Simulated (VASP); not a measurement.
# Sb (P2_1/m) in VASP: a series of runs, part 3 of 3

VASP 6.6.1. The steps go on from the part before.

## Step 5: Phonon dispersion, PBE

This run uses another cell than the first one: it holds 16 atoms, not 2.

Input file INCAR:

```
SYSTEM = Sb
ALGO = Normal ; EDIFF = 1E-7
ENCUT = 520 ; GGA = PE
IBRION = 6 ; ISIF = 2
ISMEAR = 0 ; LASPH = .TRUE.
LCHARG = .FALSE. ; LPHON_DISPERSION = .TRUE.
LREAL = Auto ; LWAVE = .FALSE.
NELM = 100 ; NFREE = 2
NSW = 1 ; PHON_NWRITE = -3
POTIM = 0.015 ; PREC = Accurate
SIGMA = 0.02
```

Input file KPOINTS:

```
k-points
0
G
  3 2 2
  0 0 0
```

Input file POSCAR:

```
Sb
1.0
    6.2448040000      0.0000000000      0.0000000000
    0.0000000000      8.6950360000      0.0000000000
   -0.0778300000      0.0000000000      8.8117040000
Sb
16
Direct
    0.0056945000      0.1250000000      0.1205830000
    0.0056945000      0.1250000000      0.6205830000
    0.0056945000      0.6250000000      0.1205830000
    0.0056945000      0.6250000000      0.6205830000
    0.5056945000      0.1250000000      0.1205830000
    0.5056945000      0.1250000000      0.6205830000
    0.5056945000      0.6250000000      0.1205830000
    0.5056945000      0.6250000000      0.6205830000
    0.4943055000      0.3750000000      0.3794170000
    0.4943055000      0.3750000000      0.8794170000
    0.4943055000      0.8750000000      0.3794170000
    0.4943055000      0.8750000000      0.8794170000
    0.9943055000      0.3750000000      0.3794170000
    0.9943055000      0.3750000000      0.8794170000
    0.9943055000      0.8750000000      0.3794170000
    0.9943055000      0.8750000000      0.8794170000
```

Input file QPOINTS:

```
path GYHCEM1AXH1,MDZ,YD
8
line-mode
reciprocal
 0.0000000000  0.0000000000  0.0000000000  G
 0.0000000000  0.0000000000  0.5000000000  Y

 0.0000000000  0.0000000000  0.5000000000  Y
-0.4969092110  0.0000000000  0.5061930597  H

-0.4969092110  0.0000000000  0.5061930597  H
-0.5000000000  0.0000000000  0.5000000000  C

-0.5000000000  0.0000000000  0.5000000000  C
-0.5000000000  0.5000000000  0.5000000000  E

-0.5000000000  0.5000000000  0.5000000000  E
-0.5030907890  0.5000000000  0.4938069403  M1

-0.5030907890  0.5000000000  0.4938069403  M1
-0.5000000000  0.5000000000  0.0000000000  A

-0.5000000000  0.5000000000  0.0000000000  A
-0.5000000000  0.0000000000  0.0000000000  X

-0.5000000000  0.0000000000  0.0000000000  X
-0.5030907890  0.0000000000  0.4938069403  H1

-0.4969092110  0.5000000000  0.5061930597  M
 0.0000000000  0.5000000000  0.5000000000  D

 0.0000000000  0.5000000000  0.5000000000  D
 0.0000000000  0.5000000000  0.0000000000  Z

 0.0000000000  0.0000000000  0.5000000000  Y
 0.0000000000  0.5000000000  0.5000000000  D
```

Potentials or basis: VASP PAW PBE potentials, release 64 (Sb).

On the command line:

```bash
$ cat potpaw_PBE.64/Sb/POTCAR > POTCAR
$ mpirun -np 1 vasp_std > vasp.out
```

OUTCAR:

```text
SYSTEM = Sb
   EDIFF = 1E-7
   ENCUT = 520
   GGA = PE
   IBRION = 6
   ISIF = 2
   ISMEAR = 0
   LASPH = .TRUE.
   LREAL = Auto
   NELM = 100
   NFREE = 2
   NSW = 1
   POTIM = 0.015
   PREC = Accurate

 ion  position               nearest neighbor table
   1  0.006  0.125  0.121-  14 3.04  16 3.04   5 3.12   5 3.12  13 3.15  15 3.15
   2  0.006  0.125  0.621-  13 3.04  15 3.04   6 3.12   6 3.12  16 3.15  14 3.15
   3  0.006  0.625  0.121-  14 3.04  16 3.04   7 3.12   7 3.12  13 3.15  15 3.15
   4  0.006  0.625  0.621-  13 3.04  15 3.04   8 3.12   8 3.12  16 3.15  14 3.15
   5  0.506  0.125  0.121-  10 3.04  12 3.04   1 3.12   1 3.12   9 3.15  11 3.15
   6  0.506  0.125  0.621-   9 3.04  11 3.04   2 3.12   2 3.12  12 3.15  10 3.15
[... 8 lines left out ...]
  15  0.994  0.875  0.379-   2 3.04   4 3.04  11 3.12  11 3.12   3 3.15   1 3.15
  16  0.994  0.875  0.879-   1 3.04   3 3.04  12 3.12  12 3.12   2 3.15   4 3.15
[... 9 lines left out ...]
 A1 = (   6.2448040000,   0.0000000000,   0.0000000000)
[... 990 lines left out ...]
  --------------------------------------------------------------------------------
  x    -0.58511     0.12891     0.31017     0.00000     0.00000     0.20594
  y     0.00000    -0.00000    -0.00000    -0.86947     9.63697     0.00000
  z    -4.21593     2.65665     6.54730     0.00000     0.00000    -0.25940

 Eigenvectors and eigenvalues of the dynamical matrix
   1 f  =    4.247303 THz    26.686593 2PiTHz  141.674786 cm-1    17.565427 meV
   2 f  =    4.247303 THz    26.686593 2PiTHz  141.674786 cm-1    17.565427 meV
   3 f  =    4.025431 THz    25.292532 2PiTHz  134.273941 cm-1    16.647839 meV
   4 f  =    3.875105 THz    24.348001 2PiTHz  129.259578 cm-1    16.026138 meV
   5 f  =    3.875105 THz    24.348001 2PiTHz  129.259578 cm-1    16.026138 meV
   6 f  =    3.718124 THz    23.361665 2PiTHz  124.023281 cm-1    15.376920 meV
[... 28 lines left out ...]
  35 f  =    0.000000 THz     0.000001 2PiTHz    0.000003 cm-1     0.000000 meV
  36 f  =    0.000000 THz     0.000000 2PiTHz    0.000001 cm-1     0.000000 meV
  37 f/i=    0.000000 THz     0.000000 2PiTHz    0.000002 cm-1     0.000000 meV
  38 f/i=    0.778683 THz     4.892612 2PiTHz   25.974081 cm-1     3.220374 meV
  39 f/i=    0.778683 THz     4.892612 2PiTHz   25.974081 cm-1     3.220374 meV
  40 f/i=    1.493574 THz     9.384405 2PiTHz   49.820280 cm-1     6.176925 meV
  41 f/i=    1.499987 THz     9.424696 2PiTHz   50.034181 cm-1     6.203445 meV
  42 f/i=    1.499987 THz     9.424696 2PiTHz   50.034181 cm-1     6.203445 meV
  43 f/i=    1.726226 THz    10.846197 2PiTHz   57.580699 cm-1     7.139094 meV
  44 f/i=    1.726226 THz    10.846197 2PiTHz   57.580699 cm-1     7.139094 meV
  45 f/i=    1.760761 THz    11.063187 2PiTHz   58.732660 cm-1     7.281919 meV
  46 f/i=    1.840026 THz    11.561226 2PiTHz   61.376667 cm-1     7.609733 meV
  47 f/i=    3.314889 THz    20.828065 2PiTHz  110.572811 cm-1    13.709275 meV
  48 f/i=    4.520160 THz    28.401006 2PiTHz  150.776324 cm-1    18.693873 meV

 ELASTIC MODULI CONTR FROM IONIC RELAXATION (kBar)
 Direction    XX          YY          ZZ          XY          YZ          ZX
 --------------------------------------------------------------------------------
 XX        -194.6839    113.2593    278.8311      0.0000     -0.0000     -2.4744
 YY         113.2593    -69.3615   -170.8779     -0.0000      0.0000      4.9423
 ZZ         278.8311   -170.8779   -420.9762     -0.0000      0.0000     12.2867
 XY           0.0000     -0.0000     -0.0000     -0.0000      0.0000      0.0000
 YZ          -0.0000      0.0000      0.0000      0.0000     -0.0000     -0.0000
 ZX          -2.4744      4.9423     12.2867      0.0000     -0.0000     -3.5657
 --------------------------------------------------------------------------------
[... 697 lines left out ...]
 q-point No.           q_x           q_y           q_z  q-path length
          88      0.000000      0.500000      0.500000       1.117885
  frequencies
   [THz]           0.759017      0.759017      0.912663      0.912663      4.247303      4.247303
   [2Pi THz]       4.769043      4.769043      5.734431      5.734431     26.686593     26.686593
   [cm-1]         25.318073     25.318073     30.443164     30.443164    141.674786    141.674786
   [meV]           3.139040      3.139040      3.774470      3.774470     17.565427     17.565427
```

stdout:

```text
POSCAR found type information on POSCAR Sb
 POSCAR found :  1 types and      16 ions
 scaLAPACK will be used
 LDA part: xc-table for (Slater+PW92), standard interpolation
 POSCAR, INCAR and KPOINTS ok, starting setup
 FFT: planning ... GRIDC
 FFT: planning ... GRID_SOFT
 FFT: planning ... GRID
 WAVECAR not read
 entering main loop
 Found     3 degrees of freedom:
 Finite differences POTIM= 0.01500 DOF=   3
 bond charge predicted
 Finite differences progress:
 bond charge predicted
 Finite differences progress:
 bond charge predicted
 Finite differences progress:
 bond charge predicted
 Finite differences progress:
 bond charge predicted
 Finite differences progress:
 bond charge predicted
 Finite differences progress:
```

It took 12 min on 1 thread of Intel Xeon Platinum 8488C (Sapphire Rapids), shared host; peak memory 0.65 GiB.

What came out:

```yaml
Highest_phonon_frequency: 142 cm⁻¹
Most_unstable_mode: 151i cm⁻¹
```

Phonon frequencies in cm⁻¹ (negative: imaginary):
```
               q point              frequencies
 (0.000, 0.000, 0.000)        -151 0 0 0 42 111
 (0.000, 0.000, 0.500)     35 46 91 112 120 134
(-0.497, 0.000, 0.506)    -50 17 93 101 108 124
(-0.500, 0.000, 0.500)    -50 17 93 101 108 124
(-0.500, 0.500, 0.500)      -50 -50 42 42 73 73
(-0.503, 0.500, 0.494)      -50 -50 42 42 73 73
(-0.500, 0.500, 0.000)  -58 -58 -26 -26 115 115
(-0.500, 0.000, 0.000)    -111 -61 -59 36 37 62
(-0.497, 0.500, 0.506)      -50 -50 42 42 73 73
 (0.000, 0.500, 0.500)      25 25 30 30 142 142
 (0.000, 0.000, 0.500)     35 46 91 112 120 134
```

Phonon frequencies at the corners of the path (cm⁻¹, interpolated; i marks imaginary ones):
```csv
point,frequencies
Γ,151i 0 0 0 42 111
Y,35 46 91 112 120 134
H,50i 17 93 101 108 124
C,50i 17 93 101 108 124
E,50i 50i 42 42 73 73
M1,50i 50i 42 42 73 73
A,58i 58i 26i 26i 115 115
X,111i 61i 59i 36 37 62
H1,50i 17 93 101 108 124
M,50i 50i 42 42 73 73
D,25 25 30 30 142 142
Z,42 42 102 102 129 129
```

Caveat: the k mesh is coarse (spacing up to 0.36 Å⁻¹), so the values aren't converged; some modes are imaginary.

## Step 6: Wannier functions by SCDM, PBE

Input file POSCAR:

```
Sb
1.0
    3.1224020000      0.0000000000      0.0000000000
    0.0000000000      4.3475180000      0.0000000000
   -0.0389150000      0.0000000000      4.4058520000
Sb
2
Direct
    0.0113890000      0.2500000000      0.2411660000
    0.9886110000      0.7500000000      0.7588340000
```

Input file INCAR.step1:

```
SYSTEM = Sb
  PREC = Accurate
  ENCUT = 520
  EDIFF = 1E-6
  ISMEAR = 0
  SIGMA = 0.02
  LREAL = .False.
  LASPH = .True.
  NELM = 60
  ALGO = Fast
  ISIF = 2
  LWAVE = .True.
  LCHARG = .True.
  GGA = PE
```

Input file INCAR.step2:

```
SYSTEM = Sb
  PREC = Accurate
  ENCUT = 520
  EDIFF = 1E-6
  ISMEAR = 0
  SIGMA = 0.02
  LREAL = .False.
  LASPH = .True.
  NELM = 60
  ALGO = Fast
  ISIF = 2
  LWAVE = .False.
  LCHARG = .False.
  GGA = PE
  ISTART = 1
  ICHARG = 11
  ISYM = -1
  NUM_WANN = 5
  LSCDM = .True.
```

Input file KPOINTS:

```
Automatic mesh
0
Gamma
  5 3 3
  0 0 0
```

Input file KPOINTS_OPT:

```
path GYHCEM1AXH1,MDZ,YD
12
line-mode
reciprocal
 0.0000000000  0.0000000000  0.0000000000  G
 0.0000000000  0.0000000000  0.5000000000  Y

 0.0000000000  0.0000000000  0.5000000000  Y
-0.4969092110  0.0000000000  0.5061930597  H

-0.4969092110  0.0000000000  0.5061930597  H
-0.5000000000  0.0000000000  0.5000000000  C

-0.5000000000  0.0000000000  0.5000000000  C
-0.5000000000  0.5000000000  0.5000000000  E

-0.5000000000  0.5000000000  0.5000000000  E
-0.5030907890  0.5000000000  0.4938069403  M1

-0.5030907890  0.5000000000  0.4938069403  M1
-0.5000000000  0.5000000000  0.0000000000  A

-0.5000000000  0.5000000000  0.0000000000  A
-0.5000000000  0.0000000000  0.0000000000  X

-0.5000000000  0.0000000000  0.0000000000  X
-0.5030907890  0.0000000000  0.4938069403  H1

-0.4969092110  0.5000000000  0.5061930597  M
 0.0000000000  0.5000000000  0.5000000000  D

 0.0000000000  0.5000000000  0.5000000000  D
 0.0000000000  0.5000000000  0.0000000000  Z

 0.0000000000  0.0000000000  0.5000000000  Y
 0.0000000000  0.5000000000  0.5000000000  D
```

Input file KPOINTS_WAN:

```
path GYHCEM1AXH1,MDZ,YD
12
line-mode
reciprocal
 0.0000000000  0.0000000000  0.0000000000  G
 0.0000000000  0.0000000000  0.5000000000  Y

 0.0000000000  0.0000000000  0.5000000000  Y
-0.4969092110  0.0000000000  0.5061930597  H

-0.4969092110  0.0000000000  0.5061930597  H
-0.5000000000  0.0000000000  0.5000000000  C

-0.5000000000  0.0000000000  0.5000000000  C
-0.5000000000  0.5000000000  0.5000000000  E

-0.5000000000  0.5000000000  0.5000000000  E
-0.5030907890  0.5000000000  0.4938069403  M1

-0.5030907890  0.5000000000  0.4938069403  M1
-0.5000000000  0.5000000000  0.0000000000  A

-0.5000000000  0.5000000000  0.0000000000  A
-0.5000000000  0.0000000000  0.0000000000  X

-0.5000000000  0.0000000000  0.0000000000  X
-0.5030907890  0.0000000000  0.4938069403  H1

-0.4969092110  0.5000000000  0.5061930597  M
 0.0000000000  0.5000000000  0.5000000000  D

 0.0000000000  0.5000000000  0.5000000000  D
 0.0000000000  0.5000000000  0.0000000000  Z

 0.0000000000  0.0000000000  0.5000000000  Y
 0.0000000000  0.5000000000  0.5000000000  D
```

Potentials or basis: VASP PAW PBE potentials, release 64 (Sb).

On the command line:

```bash
$ cat potpaw_PBE.64/Sb/POTCAR > POTCAR
$ cp INCAR.step1 INCAR
$ mpirun -np 1 vasp_std > vasp.out
$ cp INCAR.step2 INCAR
$ mpirun -np 1 vasp_std > vasp.out
```

OUTCAR:

```text
SYSTEM = Sb
   PREC = Accurate
   ENCUT = 520
   EDIFF = 1E-6
   ISMEAR = 0
   LREAL = .False.
   LASPH = .True.
   NELM = 60
   ISIF = 2
   GGA = PE
   ISTART = 1
   ICHARG = 11
   ISYM = -1

 ion  position               nearest neighbor table
   1  0.011  0.250  0.241-   2 3.04   2 3.04   2 3.15   2 3.15
   2  0.989  0.750  0.759-   1 3.04   1 3.04   1 3.15   1 3.15

IMPORTANT INFORMATION: All symmetrisations will be switched off!
NOSYMM: (Re-)initialisation of all symmetry stuff for point group C_1.

----------------------------------------------------------------------------------------

                                     Primitive cell

  volume of cell :      59.8081

  direct lattice vectors                    reciprocal lattice vectors
     3.122402000  0.000000000  0.000000000     0.320266257  0.000000000  0.002828774
     0.000000000  4.347518000  0.000000000     0.000000000  0.230016299  0.000000000
    -0.038915000  0.000000000  4.405852000     0.000000000  0.000000000  0.226970856

  length of vectors
     3.122402000  4.347518000  4.406023856     0.320278749  0.230016299  0.226970856

[... 136 lines left out ...]
 k-point     1 :       0.0000    0.0000    0.0000
  band No.  band energies     occupation
      1      -5.2581      2.00000
      2      -0.1927      2.00000
      3       3.5447      2.00000
      4       3.6799      2.00000
      5       9.2461      0.00000
      6      10.2090      0.00000
      7      10.4442      0.00000
      8      10.5688      0.00000
      9      13.8071      0.00000
[... 265 lines left out ...]
 k-point    24 :      -0.4000    0.3333    0.3333
  band No.  band energies     occupation
      1      -1.7874      2.00000
      2      -0.3341      2.00000
      3       3.6153      2.00000
      4       3.6663      2.00000
      5       4.7765      2.00000
      6       5.2470      2.00000
      7      10.2066      0.00000
      8      11.1007      0.00000
      9      11.5007      0.00000

 [... further k-points ...]

------------------------ aborting loop because EDIFF is reached ----------------------------------------

  FORCE on cell =-STRESS in cart. coord.  units (eV):
  Direction    XX          YY          ZZ          XY          YZ          ZX
  --------------------------------------------------------------------------------------
  -------------------------------------------------------------------------------------
  Total        2.0512288     -0.2430595     -0.2010612      0.0000623     -0.0000467      0.0130960
  in kB       54.9496050     -6.5112307     -5.3861527      0.0016691     -0.0012522      0.3508248
  external PRESSURE =      14.3507405 kB  Pullay stress =       0.0000000 kB

 VOLUME and BASIS-vectors are now :
 -----------------------------------------------------------------------------
  energy-cutoff  :      520.00
  volume of cell :       59.81
      direct lattice vectors                 reciprocal lattice vectors
     3.122402000  0.000000000  0.000000000     0.320266257  0.000000000  0.002828774
     0.000000000  4.347518000  0.000000000     0.000000000  0.230016299  0.000000000
    -0.038915000  0.000000000  4.405852000     0.000000000  0.000000000  0.226970856

 POSITION                                       TOTAL-FORCE (eV/Angst)
 -----------------------------------------------------------------------------------
      0.02618      1.08688      1.06254        -0.073441      0.000015     -0.085962
      3.05731      3.26064      3.34331         0.073441     -0.000015      0.085962
 -----------------------------------------------------------------------------------
    total drift:                               -0.000000     -0.000000     -0.000000

  FREE ENERGIE OF THE ION-ELECTRON SYSTEM (eV)
  ---------------------------------------------------
  free  energy   TOTEN  =        -8.1396713219 eV

  energy  without entropy=       -8.1391264554  energy(sigma->0) =       -8.13939889
```

OUTCAR.step1:

```text
SYSTEM = Sb
   PREC = Accurate
   ENCUT = 520
   EDIFF = 1E-6
   ISMEAR = 0
   LREAL = .False.
   LASPH = .True.
[... 411 lines left out ...]
      0.02618      1.08688      1.06254        -0.073400      0.000000     -0.085634
      3.05731      3.26064      3.34331         0.073400     -0.000000      0.085634
 -----------------------------------------------------------------------------------
    total drift:                               -0.000000      0.000000      0.000000

  FREE ENERGIE OF THE ION-ELECTRON SYSTEM (eV)
  ---------------------------------------------------
  free  energy   TOTEN  =        -8.1396601888 eV

  energy  without entropy=       -8.1391153415  energy(sigma->0) =       -8.13938777
```

Wall time 34 s (1 thread of Intel Xeon Platinum 8488C (Sapphire Rapids), shared host); peak memory 0.19 GiB.

Results:

* Band gap along the path: none (metal or under the smearing width)

Levels at the corners of the path, in eV from the Fermi level:
| point | band 2 | band 3 | band 4 | band 5 | band 6 | band 7 | band 8 | band 9 |
| --- | --- | --- | --- | --- | --- | --- | --- | --- |
| Γ | -7.29 | -3.55 | -3.42 | 2.15 | 3.11 | 3.35 | 3.47 | 6.71 |
| Y | -10.39 | -1.49 | -0.98 | -0.84 | -0.71 | 4.59 | 4.96 | 7.86 |
| Y | -10.39 | -1.49 | -0.98 | -0.84 | -0.71 | 4.59 | 4.96 | 7.86 |
| H | -7.98 | -4.07 | -3.76 | 0.40 | 0.98 | 1.54 | 1.67 | 5.54 |
| H | -7.98 | -4.07 | -3.76 | 0.40 | 0.98 | 1.54 | 1.67 | 5.54 |
| C | -7.98 | -4.07 | -3.77 | 0.40 | 0.97 | 1.57 | 1.64 | 5.55 |
| C | -7.98 | -4.07 | -3.77 | 0.40 | 0.97 | 1.57 | 1.64 | 5.55 |
| E | -7.42 | -3.56 | -3.56 | -3.46 | -3.46 | 2.18 | 2.18 | 7.40 |
| E | -7.42 | -3.56 | -3.56 | -3.46 | -3.46 | 2.18 | 2.18 | 7.40 |
| M1 | -7.42 | -3.56 | -3.56 | -3.46 | -3.46 | 2.19 | 2.19 | 7.40 |
| M1 | -7.42 | -3.56 | -3.56 | -3.46 | -3.46 | 2.19 | 2.19 | 7.40 |
| A | -8.18 | -3.89 | -3.89 | 0.54 | 0.54 | 1.54 | 1.54 | 5.58 |
| A | -8.18 | -3.89 | -3.89 | 0.54 | 0.54 | 1.54 | 1.54 | 5.58 |
| X | -5.56 | -4.49 | -1.70 | -1.56 | -1.51 | 4.56 | 4.84 | 4.86 |
| X | -5.56 | -4.49 | -1.70 | -1.56 | -1.51 | 4.56 | 4.84 | 4.86 |
| H1 | -7.98 | -4.07 | -3.76 | 0.40 | 0.98 | 1.54 | 1.67 | 5.54 |
| M | -7.42 | -3.56 | -3.56 | -3.46 | -3.46 | 2.19 | 2.19 | 7.40 |
| D | -9.91 | -5.54 | -5.54 | 5.13 | 5.13 | 5.40 | 5.40 | 8.99 |
| D | -9.91 | -5.54 | -5.54 | 5.13 | 5.13 | 5.40 | 5.40 | 8.99 |
| Z | -10.56 | -1.41 | -1.41 | -0.82 | -0.82 | 4.80 | 4.80 | 8.20 |
| Y | -10.39 | -1.49 | -0.98 | -0.84 | -0.71 | 4.59 | 4.96 | 7.86 |
| D | -9.91 | -5.54 | -5.54 | 5.13 | 5.13 | 5.40 | 5.40 | 8.99 |

Caveat: the k mesh is coarse (spacing up to 0.48 Å⁻¹), so the values aren't converged; spin-orbit coupling is left out, which moves the levels of the heavy elements.

## Step 7: The reference run

An earlier run on the cell as given: functional PBEsol; potentials or basis VASP PAW PBE potentials, release 64 (Sb); cutoff 520 eV; k mesh 9 × 6 × 6; occupations fermi-dirac, width 0.05 eV; no spin polarisation.

- Pressure: -2.1 GPa
- Largest force: 0.054 eV/Å
- Band gap on the k mesh: none (metal or under the smearing width)

## Step 8: Summary

| task | level | cell | k mesh | cutoff (eV) | smearing | ions in elastic constants | long-range dipole term | supercell matrix | ladder | mesh quality | gap on the mesh (eV) | pressure (GPa) | largest force (eV/Å) |
| --- | --- | --- | --- | --- | --- | --- | --- | --- | --- | --- | --- | --- | --- |
| core levels | PBE | as given | 9 × 6 × 6 | 520 | gaussian 0.02 eV | - | - | - | - | not flagged | none | 0.4 | 0.06 |
| phonons | PBE | relaxed | 7 × 5 × 5 | 600 | gaussian 0.02 eV | - | - | - | - | not flagged | - | - | - |
| elastic constants | PBE | relaxed | 7 × 5 × 5 | 600 | gaussian 0.02 eV | relaxed | - | - | - | not flagged | - | - | - |
| phonon dispersion | PBE | as given | 3 × 2 × 2 | 520 | gaussian 0.02 eV | - | no | [2, 0, 0, 0, 2, 0, 0, 0, 2] | - | coarse | - | - | - |
| Wannier functions by SCDM | PBE | as given | 5 × 3 × 3 | 520 | gaussian 0.02 eV | - | - | - | - | coarse | - | - | - |
| single point | PBEsol | as given | 9 × 6 × 6 | 520 | fermi-dirac 0.05 eV | - | - | - | free | not flagged | none | -2.1 | 0.05 |

Alike in all rows: potentials or basis VASP PAW PBE potentials, release 64 (Sb); no spin polarisation.

Caveats: some runs use coarse meshes; some modes are imaginary (some runs); spin-orbit coupling is left out, which moves the levels of the heavy elements (some runs); the PAW data sets were made with another functional, which shifts forces and pressure a little (some runs).

Total energies depend on the potentials used, so only differences within one code and one set of settings carry meaning.
